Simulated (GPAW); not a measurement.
# CdSe (F-43m) in GPAW: a series of runs

The runs below take CdSe through relaxation of cell and atoms, with PBEsol+D4, RPBE+D3(BJ), RPBE+D4.

All numbers are computed with GPAW 26.7.0; they aren't measurements. Logs are shortened: lines on timing, memory, paths and dates and some standing lists are left out, and cuts for length are marked. The log counts tension as positive stress, the text compression.

## 1. The structure

It takes space group F-43m (No. 216, cubic). The conventional cell has a = 6.141 Å, b = 6.141 Å, c = 6.141 Å, α = 90.00°, β = 90.00°, γ = 90.00°. Cd (site symmetry -43m) has 4 Se at 2.66 Å as nearest neighbours. Around Se (site symmetry -43m) lie 4 Cd at 2.66 Å.

Measurements of this composition are mostly on another form, of space group No. 186.

## 2. Relaxation of cell and atoms, PBEsol+D4

Contents of run.py:

```python
from ase import Atoms
from ase.calculators.mixing import SumCalculator
from ase.filters import FrechetCellFilter
from ase.io import write
from ase.optimize import BFGS
from dftd4.ase import DFTD4
from gpaw import GPAW, PW, setup_paths

setup_paths.insert(0, '.')

atoms = Atoms(['Cd', 'Se'],
              cell=[[0.0, 3.0702711986, 3.0702711986],
                    [3.0702711986, 0.0, 3.0702711986],
                    [3.0702711986, 3.0702711986, 0.0]],
              scaled_positions=[[0.0, 0.0, 0.0],
                                [0.25, 0.25, 0.25]],
              pbc=True)

calc = GPAW(mode=PW(600),
            xc='PBEsol',
            kpts={'size': (8, 8, 8), 'gamma': True},
            occupations={'name': 'fermi-dirac', 'width': 0.05},
            nbands=18,
            convergence={'density': 1e-05, 'forces': 0.0001},
            maxiter=150,
            txt='gpaw.txt')
atoms.calc = SumCalculator([calc, DFTD4(method='pbesol')])
opt = BFGS(FrechetCellFilter(atoms), trajectory='relax.traj', logfile='-')
done = opt.run(fmax=0.05, steps=100)
calc.write('gs.gpw')
write('result.traj', atoms)
print('Converged:', done)
print('Cell:', atoms.cell.cellpar().round(4))
print('Volume:', round(atoms.get_volume(), 4))
print(atoms.get_scaled_positions().round(5))
```

Potentials or basis: PAW data sets generated in the run's folder for this functional, pw.

On the command line:

```bash
gpaw-setup -f PBEsol Cd Se
OMP_NUM_THREADS=1 python run.py
```

gpaw.txt:

```text
__  _  _
 | _ |_)|_||  |
 |__||  | ||/\| - 26.7.0

Input parameters:
  mode=PW(ecut=600.0),
  convergence={'density': 1e-05, 'forces': 0.0001},
  kpts=MonkhorstPack(size=(8, 8, 8), gamma=True),
  maxiter=150,
  nbands=18,
  occupations=Occupations(name='fermi-dirac', width=0.05),
  xc=XC(name='PBEsol')

Diagonalizing LCAO Hamiltonian
Converting LCAO to pw mode

            Se

       Cd

Atoms  # Å, Bohr magnetons
|   | symbol |        x |        y |        z |    initial magnetic moments |
|---|--------|----------|----------|----------|-----------------------------|
| 0 |     Cd | 0.000000 | 0.000000 | 0.000000 | ( 0.0000,  0.0000,  0.0000) |
| 1 |     Se | 1.535136 | 1.535136 | 1.535136 | ( 0.0000,  0.0000,  0.0000) |

Unit cell  # Å
| periodic |        x |        y |        z |  lengths |    angles |
|----------|----------|----------|----------|----------|-----------|
|      yes | 0.000000 | 3.070271 | 3.070271 | 4.342019 | 60.000000 |
|      yes | 3.070271 | 0.000000 | 3.070271 | 4.342019 | 60.000000 |
|      yes | 3.070271 | 3.070271 | 0.000000 | 4.342019 | 60.000000 |

Number of symmetries: 24
Symmetry operations  # r_c * U_cc + t_c -> r_c
|    | kind |            matrix            |
|----|------|------------------------------|
|  0 |  E   |  1, 0, 0,  0, 1, 0,  0, 0, 1 |
|  1 |  σ   |  1, 0, 0,  0, 0, 1,  0, 1, 0 |
|  2 |  σ   |  1, 0,-1,  0, 1,-1,  0, 0,-1 |
|  3 |  C3  |  1, 0,-1,  0, 0,-1,  0, 1,-1 |
|  4 |  C3  |  1,-1, 0,  0,-1, 1,  0,-1, 0 |
|  5 |  σ   |  1,-1, 0,  0,-1, 0,  0,-1, 1 |
|  6 |  σ   |  0, 1, 0,  1, 0, 0,  0, 0, 1 |
|  7 |  C3  |  0, 1, 0,  0, 0, 1,  1, 0, 0 |
|  8 |  C2  |  0, 1,-1,  1, 0,-1,  0, 0,-1 |
|  9 |  S4  |  0, 1,-1,  0, 0,-1,  1, 0,-1 |
| 10 |  C3  |  0, 0, 1,  1, 0, 0,  0, 1, 0 |
| 11 |  σ   |  0, 0, 1,  0, 1, 0,  1, 0, 0 |
| 12 |  S4  |  0, 0,-1,  1, 0,-1,  0, 1,-1 |
| 13 |  C3  |  0, 0,-1,  0, 1,-1,  1, 0,-1 |
| 14 |  S4  |  0,-1, 1,  1,-1, 0,  0,-1, 0 |
| 15 |  C2  |  0,-1, 1,  0,-1, 0,  1,-1, 0 |
| 16 |  C3  |  0,-1, 0,  1,-1, 0,  0,-1, 1 |
| 17 |  S4  |  0,-1, 0,  0,-1, 1,  1,-1, 0 |
| 18 |  S4  | -1, 1, 0, -1, 0, 1, -1, 0, 0 |
| 19 |  C3  | -1, 1, 0, -1, 0, 0, -1, 0, 1 |
| 20 |  C3  | -1, 0, 1, -1, 1, 0, -1, 0, 0 |
| 21 |  S4  | -1, 0, 1, -1, 0, 0, -1, 1, 0 |
| 22 |  σ   | -1, 0, 0, -1, 1, 0, -1, 0, 1 |
| 23 |  C2  | -1, 0, 0, -1, 0, 1, -1, 1, 0 |

BZ-sampling:
  Number of BZ points: 512
  Number of IBZ points: 29

  Monkhorst-Pack size: [8, 8, 8]
  Monkhorst-Pack shift: [0.0625, 0.0625, 0.0625]

K-points  # in reciprocal-cell coordinates
|     |                                coordinates |     weight |
|-----|--------------------------------------------|------------|
|   0 | (  0.00000000,   0.00000000,   0.00000000) | 0.00195312 |
|   1 | (  0.12500000,   0.12500000,   0.00000000) | 0.01171875 |
|   2 | (  0.12500000,   0.12500000,   0.12500000) | 0.01562500 |
|   3 | (  0.25000000,   0.12500000,   0.12500000) | 0.02343750 |
|   4 | (  0.25000000,   0.25000000,   0.00000000) | 0.01171875 |
|   5 | (  0.25000000,   0.25000000,   0.12500000) | 0.04687500 |
|   6 | (  0.25000000,   0.25000000,   0.25000000) | 0.01562500 |
|   7 | (  0.37500000,   0.25000000,  -0.37500000) | 0.04687500 |
|   8 | (  0.37500000,   0.25000000,   0.12500000) | 0.04687500 |
|   9 | (  0.37500000,   0.25000000,   0.25000000) | 0.04687500 |
| ... |                                            |            |
|  28 | (  0.50000000,   0.50000000,   0.50000000) | 0.00781250 |
[... 142 lines left out ...]
Fermi level: 3.453
Eigenvalues  # (at kpt = [0.000, 0.000, 0.000])
| band index |      eig [eV] | occ [0-2] |
|------------|---------------|-----------|
|          0 |        -9.266 |     2.000 |
|          1 |        -4.576 |     2.000 |
|          2 |        -4.576 |     2.000 |
|          3 |        -4.576 |     2.000 |
|          4 |        -4.221 |     2.000 |
|          5 |        -4.221 |     2.000 |
[... 10 lines left out ...]
|         16 |        15.074 |     0.000 |
|         17 |        15.074 |     0.000 |

Gap: 0.421 eV
Transition (v -> c):
  (s=0, k=0, n=8, [0.00, 0.00, 0.00]) -> (s=0, k=0, n=9, [0.00, 0.00, 0.00])
No difference between direct/indirect transitions

Stress tensor  # eV/Ang^3
|         x |         y |        z |
|-----------|-----------|----------|
|  0.009893 | -0.000000 | 0.000000 |
| -0.000000 |  0.009893 | 0.000000 |
|  0.000000 |  0.000000 | 0.009893 |

Forces  # eV/Ang
|        x |        y |        z |
|----------|----------|----------|
|  0.00000 | -0.00000 | -0.00000 |  # Cd   0
| -0.00000 | -0.00000 |  0.00000 |  # Se   1

Diagonalizing LCAO Hamiltonian
Converting LCAO to pw mode

            Se

       Cd

Atoms  # Å, Bohr magnetons
|   | symbol |        x |        y |        z |    initial magnetic moments |
|---|--------|----------|----------|----------|-----------------------------|
| 0 |     Cd | 0.000000 | 0.000000 | 0.000000 | ( 0.0000,  0.0000,  0.0000) |
[... 30 lines left out ...]
|   0 | (  0.00000000,   0.00000000,   0.00000000) | 0.00195312 |
|   1 | (  0.12500000,   0.00000000,  -0.12500000) | 0.01171875 |
|   2 | (  0.12500000,   0.00000000,   0.00000000) | 0.01171875 |
|   3 | (  0.12500000,   0.12500000,  -0.12500000) | 0.01171875 |
|   4 | (  0.12500000,   0.12500000,   0.00000000) | 0.01171875 |
|   5 | (  0.12500000,   0.12500000,   0.12500000) | 0.00390625 |
|   6 | (  0.25000000,  -0.12500000,  -0.12500000) | 0.01171875 |
|   7 | (  0.25000000,   0.00000000,  -0.25000000) | 0.01171875 |
|   8 | (  0.25000000,   0.00000000,  -0.12500000) | 0.02343750 |
|   9 | (  0.25000000,   0.00000000,   0.00000000) | 0.01171875 |
| ... |                                            |            |
|  64 | (  0.50000000,   0.50000000,   0.50000000) | 0.00195312 |

Plane wave coefficients: 1926
Cutoff: 600.0 eV

Spin-components: 1 (collinear spins)
Bands:           18
Projectors:      11
Spin-degeneracy: 2
Datatype:        complex128

Parallelization:
  kpt:    1
  domain: 1
  band:   1

Density:
  Valence electrons: 18.0
  Components: 1
  Grid points: [25 25 25]
  Charge: 0.0  # |e|
[... 122 lines left out ...]
Fermi level: 3.565
Eigenvalues  # (at kpt = [0.000, 0.000, 0.000])
| band index |      eig [eV] | occ [0-2] |
|------------|---------------|-----------|
|          0 |        -9.218 |     2.000 |
|          1 |        -4.505 |     2.000 |
|          2 |        -4.505 |     2.000 |
|          3 |        -4.505 |     2.000 |
|          4 |        -4.140 |     2.000 |
|          5 |        -4.140 |     2.000 |
[... 10 lines left out ...]
|         16 |        15.196 |     0.000 |
|         17 |        15.196 |     0.000 |

Gap: 0.440 eV
Transition (v -> c):
  (s=0, k=0, n=8, [0.00, 0.00, 0.00]) -> (s=0, k=0, n=9, [0.00, 0.00, 0.00])
No difference between direct/indirect transitions

Stress tensor  # eV/Ang^3
|         x |         y |         z |
|-----------|-----------|-----------|
|  0.007021 | -0.000000 | -0.000000 |
| -0.000000 |  0.007021 | -0.000000 |
| -0.000000 | -0.000000 |  0.007021 |

Forces  # eV/Ang
|        x |        y |        z |
|----------|----------|----------|
| -0.00000 | -0.00000 | -0.00000 |  # Cd   0
|  0.00000 |  0.00000 |  0.00000 |  # Se   1

Interpolating wave functions to new cell

            Se

       Cd

Atoms  # Å, Bohr magnetons
|   | symbol |         x |         y |         z |    initial magnetic moments |
|---|--------|-----------|-----------|-----------|-----------------------------|
| 0 |     Cd | -0.000000 | -0.000000 | -0.000000 | ( 0.0000,  0.0000,  0.0000) |
| 1 |     Se |  1.507216 |  1.507216 |  1.507216 | ( 0.0000,  0.0000,  0.0000) |

Unit cell  # Å
| periodic |        x |        y |        z |  lengths |    angles |
|----------|----------|----------|----------|----------|-----------|
|      yes | 0.000001 | 3.014432 | 3.014432 | 4.263050 | 59.999978 |
|      yes | 3.014432 | 0.000001 | 3.014432 | 4.263050 | 59.999978 |
|      yes | 3.014432 | 3.014432 | 0.000001 | 4.263050 | 59.999978 |

Number of symmetries: 6
Symmetry operations  # r_c * U_cc + t_c -> r_c
|   | kind |            matrix            |
|---|------|------------------------------|
| 0 |  E   |  1, 0, 0,  0, 1, 0,  0, 0, 1 |
| 1 |  σ   |  1, 0, 0,  0, 0, 1,  0, 1, 0 |
| 2 |  σ   |  0, 1, 0,  1, 0, 0,  0, 0, 1 |
| 3 |  C3  |  0, 1, 0,  0, 0, 1,  1, 0, 0 |
| 4 |  C3  |  0, 0, 1,  1, 0, 0,  0, 1, 0 |
| 5 |  σ   |  0, 0, 1,  0, 1, 0,  1, 0, 0 |

BZ-sampling:
  Number of BZ points: 512
  Number of IBZ points: 65

  Monkhorst-Pack size: [8, 8, 8]
  Monkhorst-Pack shift: [0.0625, 0.0625, 0.0625]

K-points  # in reciprocal-cell coordinates
|     |                                coordinates |     weight |
|-----|--------------------------------------------|------------|
|   0 | (  0.00000000,   0.00000000,   0.00000000) | 0.00195312 |
|   1 | (  0.12500000,   0.00000000,  -0.12500000) | 0.01171875 |
|   2 | (  0.12500000,   0.00000000,   0.00000000) | 0.01171875 |
|   3 | (  0.12500000,   0.12500000,  -0.12500000) | 0.01171875 |
|   4 | (  0.12500000,   0.12500000,   0.00000000) | 0.01171875 |
|   5 | (  0.12500000,   0.12500000,   0.12500000) | 0.00390625 |
|   6 | (  0.25000000,  -0.12500000,  -0.12500000) | 0.01171875 |
|   7 | (  0.25000000,   0.00000000,  -0.25000000) | 0.01171875 |
|   8 | (  0.25000000,   0.00000000,  -0.12500000) | 0.02343750 |
|   9 | (  0.25000000,   0.00000000,   0.00000000) | 0.01171875 |
| ... |                                            |            |
|  64 | (  0.50000000,   0.50000000,   0.50000000) | 0.00195312 |

Plane wave coefficients: 1850
Cutoff: 600.0 eV

Spin-components: 1 (collinear spins)
Bands:           18
Projectors:      11
Spin-degeneracy: 2
Datatype:        complex128

Parallelization:
  kpt:    1
  domain: 1
  band:   1

Density:
  Valence electrons: 18.0
  Components: 1
  Grid points: [25 25 25]
  Charge: 0.0  # |e|
[... 122 lines left out ...]
Fermi level: 4.089
Eigenvalues  # (at kpt = [0.000, 0.000, 0.000])
| band index |      eig [eV] | occ [0-2] |
|------------|---------------|-----------|
|          0 |        -8.993 |     2.000 |
|          1 |        -4.182 |     2.000 |
|          2 |        -4.182 |     2.000 |
|          3 |        -4.182 |     2.000 |
|          4 |        -3.768 |     2.000 |
|          5 |        -3.768 |     2.000 |
[... 10 lines left out ...]
|         16 |        15.760 |     0.000 |
|         17 |        15.760 |     0.000 |

Gap: 0.526 eV
Transition (v -> c):
  (s=0, k=0, n=8, [0.00, 0.00, 0.00]) -> (s=0, k=0, n=9, [0.00, 0.00, 0.00])
No difference between direct/indirect transitions

Stress tensor  # eV/Ang^3
|         x |         y |         z |
|-----------|-----------|-----------|
| -0.007873 | -0.000000 | -0.000000 |
| -0.000000 | -0.007873 | -0.000000 |
| -0.000000 | -0.000000 | -0.007873 |

Forces  # eV/Ang
|        x |        y |        z |
|----------|----------|----------|
|  0.00000 |  0.00000 |  0.00000 |  # Cd   0
| -0.00000 | -0.00000 | -0.00000 |  # Se   1

# Writing to gs.gpw (mode='')
```

Wall time 93 s (1 thread of Arm Neoverse V1, shared host); peak memory 0.26 GiB.

What came out:

```
Free energy                            : -6.7665 eV
Relaxed volume                         : 27.39 Å³/atom
Relaxed cell                           : a = 4.263 Å, b = 4.263 Å, c = 4.263 Å, α = 60.00°, β = 60.00°, γ = 60.00°
Space group after relaxing (to 0.05 Å) : F-43m (No. 216)
Energy gained by relaxing              : 12.2 meV/atom
Ionic steps                            : 3
Pressure after relaxing                : 0.2 GPa
Band gap on the k mesh                 : 0.53 eV, direct
Dispersion energy per atom             : -0.197 eV
```

Step by step:
```csv
step,energy change (eV),largest force (eV/Å),pressure (GPa),volume (Å³)
1,0.0000,0.0000,-2.57,57.88
2,-0.0083,0.0000,-2.13,57.31
3,-0.0244,0.0000,0.18,54.78
```

Final structure:
```
Cd Se
1.0
     0.00000    3.01443    3.01443
     3.01443    0.00000    3.01443
     3.01443    3.01443    0.00000
Cd Se
1 1
Direct
  0.00000 0.00000 0.00000
  0.25000 0.25000 0.25000
```

Levels at points of the mesh, in eV from the valence-band top:
```csv
k point,band 7,band 8,band 9,band 10,band 11,band 12
"(0.00, 0.00, 0.00)",0.00,0.00,0.00,0.53,5.83,5.83
"(0.50, 0.00, 0.00)",-4.62,-0.81,-0.81,2.31,6.36,6.36
"(0.50, 0.50, 0.00)",-4.25,-1.98,-1.98,2.95,3.70,9.07
"(0.50, 0.50, 0.50)",-4.62,-0.81,-0.81,2.31,6.36,6.36
```

Caveat: later steps reuse the first step's grids.

## 3. Relaxation of cell and atoms, RPBE+D3(BJ), target pressure -1 GPa, at which the enthalpy is minimised

Edit run.py of step 2 so:

```diff
@@ -4,7 +4,6 @@
 from ase.io import write
-from ase.optimize import BFGS
-from dftd4.ase import DFTD4
-from gpaw import GPAW, PW, setup_paths
-
-setup_paths.insert(0, '.')
+from ase.optimize import FIRE
+from ase.units import GPa
+from dftd3.ase import DFTD3
+from gpaw import GPAW, PW
 
@@ -19,3 +18,3 @@
 calc = GPAW(mode=PW(600),
-            xc='PBEsol',
+            xc='RPBE',
             kpts={'size': (8, 8, 8), 'gamma': True},
@@ -26,5 +25,5 @@
             txt='gpaw.txt')
-atoms.calc = SumCalculator([calc, DFTD4(method='pbesol')])
-opt = BFGS(FrechetCellFilter(atoms), trajectory='relax.traj', logfile='-')
-done = opt.run(fmax=0.05, steps=100)
+atoms.calc = SumCalculator([calc, DFTD3(method='rpbe', damping='d3bj')])
+opt = FIRE(FrechetCellFilter(atoms, scalar_pressure=-1 * GPa), trajectory='relax.traj', logfile='-')
+done = opt.run(fmax=0.05, steps=40)
 calc.write('gs.gpw')
```

Potentials or basis: the program's PAW data sets (release 1.2.1) made for this functional, pw.

On the command line:

```bash
OMP_NUM_THREADS=1 python run.py
```

Wall time 2.1 min (1 thread of Arm Neoverse V1, shared host); peak memory 0.28 GiB.

It converged, with:

```yaml
Free_energy: -7.6188 eV
Relaxed_volume: 26.47 Å³/atom
Relaxed_cell: a = 4.215 Å, b = 4.215 Å, c = 4.215 Å, α = 60.00°, β = 60.00°, γ = 60.00°
Space_group_after_relaxing_to_0.05_Å: F-43m (No. 216)
Energy_change_on_relaxing_the_enthalpy_is_what_falls: -47.7 meV/atom
Ionic_steps: 9
Pressure_after_relaxing: -0.7 GPa
Band_gap_on_the_k_mesh: 0.90 eV, direct
Dispersion_energy_per_atom: -1.378 eV
```

The path:
```
step  energy change (eV)  largest force (eV/Å)  pressure (GPa)  volume (Å³)
   1              0.0000                0.0000           -5.09        57.88
   2             -0.0193                0.0000           -4.65        57.25
   3             -0.0503                0.0000           -3.75        56.07
   4             -0.0800                0.0000           -2.38        54.51
   5             -0.0960                0.0000           -0.61        52.82
   6             -0.0959                0.0000           -0.63        52.83
   7             -0.0958                0.0000           -0.66        52.86
   8             -0.0957                0.0000           -0.70        52.89
   9             -0.0955                0.0000           -0.75        52.94
```

Final structure:
```yaml
crystal:
  lattice:
    - [0.00000, 2.98022, 2.98022]
    - [2.98022, 0.00000, 2.98022]
    - [2.98022, 2.98022, 0.00000]
  atoms:
    - { symbol: Cd, position: [0.00000, 0.00000, 0.00000] }
    - { symbol: Se, position: [0.25000, 0.25000, 0.25000] }
```

Levels at points of the mesh, in eV from the valence-band top:
| k point | band 6 | band 7 | band 8 | band 9 | band 10 | band 11 | band 12 | band 13 |
| --- | --- | --- | --- | --- | --- | --- | --- | --- |
| (0.00, 0.00, 0.00) | -7.68 | 0.00 | 0.00 | 0.00 | 0.90 | 5.98 | 5.98 | 5.98 |
| (0.50, 0.50, 0.00) | -7.25 | -4.33 | -2.07 | -2.07 | 3.19 | 3.91 | 9.57 | 10.67 |
| (0.50, 0.50, 0.50) | -7.32 | -4.72 | -0.84 | -0.84 | 2.59 | 6.52 | 6.52 | 7.76 |

Caveat: later steps reuse the first step's grids. As with any semilocal functional, this RPBE gap is likely too small.

## 4. Relaxation of cell and atoms, RPBE+D4

Contents of run.py:

```python
from ase.calculators.mixing import SumCalculator
from ase.filters import FrechetCellFilter
from ase.io import read, write
from ase.optimize import BFGS
from dftd4.ase import DFTD4
from gpaw import GPAW, PW

atoms = read('CdSe.xyz')

calc = GPAW(mode=PW(600),
            xc='RPBE',
            kpts={'size': (8, 8, 8), 'gamma': True},
            occupations={'name': 'fermi-dirac', 'width': 0.05},
            nbands=18,
            convergence={'density': 1e-05, 'forces': 0.0001},
            maxiter=150,
            txt='gpaw.txt')
atoms.calc = SumCalculator([calc, DFTD4(method='rpbe')])
opt = BFGS(FrechetCellFilter(atoms), trajectory='relax.traj', logfile='-')
done = opt.run(fmax=0.05, steps=40)
calc.write('gs.gpw')
write('result.traj', atoms)
print('Converged:', done)
print('Cell:', atoms.cell.cellpar().round(4))
print('Volume:', round(atoms.get_volume(), 4))
print(atoms.get_scaled_positions().round(5))
```

Contents of CdSe.xyz:

```xyz
2
Lattice="0.0000000000 3.0702711986 3.0702711986 3.0702711986 0.0000000000 3.0702711986 3.0702711986 3.0702711986 0.0000000000" Properties=species:S:1:pos:R:3 pbc="T T T"
Cd     0.0000000000      0.0000000000      0.0000000000
Se     1.5351355993      1.5351355993      1.5351355993
```

On the command line:

```bash
OMP_NUM_THREADS=1 python run.py
```

Wall time 91 s (1 thread of Arm Neoverse V1, shared host); peak memory 0.27 GiB.

It converged, with:

- Free energy: -6.1887 eV
- Relaxed volume: 28.43 Å³/atom
- Relaxed cell: a = 4.316 Å, b = 4.316 Å, c = 4.316 Å, α = 60.00°, β = 60.00°, γ = 60.00°
- Space group after relaxing (to 0.05 Å): F-43m (No. 216)
- Energy gained by relaxing: 1.2 meV/atom
- Ionic steps: 3
- Pressure after relaxing: 0.0 GPa
- Band gap on the k mesh: 0.76 eV, direct
- Dispersion energy per atom: -0.587 eV

The path:
| step | energy change (eV) | largest force (eV/Å) | pressure (GPa) | volume (Å³) |
| --- | --- | --- | --- | --- |
| 1 | 0.0000 | 0.0000 | -0.81 | 57.88 |
| 2 | -0.0008 | 0.0000 | -0.67 | 57.70 |
| 3 | -0.0025 | 0.0000 | 0.02 | 56.87 |

Final structure:
```cif
data_structure
_symmetry_space_group_name_H-M 'P 1'
_symmetry_Int_Tables_number 1
_cell_length_a 4.3165
_cell_length_b 4.3165
_cell_length_c 4.3165
_cell_angle_alpha 60.000
_cell_angle_beta 60.000
_cell_angle_gamma 60.000
_cell_volume 56.87
loop_
_atom_site_label
_atom_site_type_symbol
_atom_site_fract_x
_atom_site_fract_y
_atom_site_fract_z
_atom_site_occupancy
Cd1 Cd 0.00000 0.00000 0.00000 1
Se1 Se 0.25000 0.25000 0.25000 1
```

Levels at points of the mesh, in eV from the valence-band top:
```tsv
k point	band 6	band 7	band 8	band 9	band 10	band 11	band 12	band 13
(0.00, 0.00, 0.00)	-7.50	0.00	0.00	0.00	0.76	5.99	5.99	5.99
(0.50, 0.00, 0.00)	-7.20	-4.28	-0.73	-0.73	2.51	6.52	6.52	7.58
(0.50, 0.50, 0.00)	-7.14	-3.99	-1.81	-1.81	3.34	3.86	9.24	10.25
(0.50, 0.50, 0.50)	-7.20	-4.28	-0.73	-0.73	2.51	6.52	6.52	7.58
```

Caveat: later steps reuse the first step's grids. Expect the measured gap to be larger: semilocal functionals such as RPBE lack the derivative discontinuity.

## 5. Overview

```tsv
level	potentials or basis	cell	optimizer	max steps	target pressure	gap on the mesh (eV)	pressure (GPa)	relaxed volume (Å³/atom)
PBEsol+D4	PAW data sets generated in the run's folder for this functional, pw	relaxed	BFGS	100	-	0.53	0.2	27.39
RPBE+D3(BJ)	the program's PAW data sets (release 1.2.1) made for this functional, pw	relaxed to -1 GPa	FIRE	40	-1 GPa	0.90	-0.7	-
RPBE+D4	the program's PAW data sets (release 1.2.1) made for this functional, pw	relaxed	BFGS	40	-	0.76	0.0	28.43
```

Alike in all rows: task relaxation of cell and atoms; no spin polarisation; k mesh 8 × 8 × 8; cutoff (eV) 600; smearing fermi-dirac 0.05 eV.

Caveats: later steps reuse the first step's grids.

Total energies depend on the potentials used, so only differences within one code and one set of settings carry meaning.
